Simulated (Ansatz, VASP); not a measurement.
**One calculation of Pd, two programs**

```
Pd
1.0
     0.00000    2.74460    2.74460
     2.74460    0.00000    2.74460
     2.74460    2.74460    0.00000
Pd
2
Direct
  0.87500 0.87500 0.87500
  0.12500 0.12500 0.12500
```

Change from the starting cell: volume scaled by 0.9, PAW files.

Alike in both runs: task single point; functional PBEsol; k mesh 12 × 12 × 12; occupations fermi-dirac, width 0.05 eV; no spin polarisation.

```csv
,VASP,Ansatz
version,VASP 6.6.1,Ansatz 0.2.0
potentials or method,"VASP PAW PBE potentials, release 64 (Pd)","PAW with Ansatz's default frozen-core files, scalar-relativistic"
plane-wave cutoff (eV),520,420
valence electrons in the cell,20,36
```

|  | VASP | Ansatz | Ansatz less VASP |
| --- | --- | --- | --- |
| pressure (GPa) | 10.9 | 11.7 | +0.85 |

The two sets of potentials don't hold the same shells in valence.

Caveats: the PAW data sets were made with another functional, which shifts forces and pressure a little (VASP).
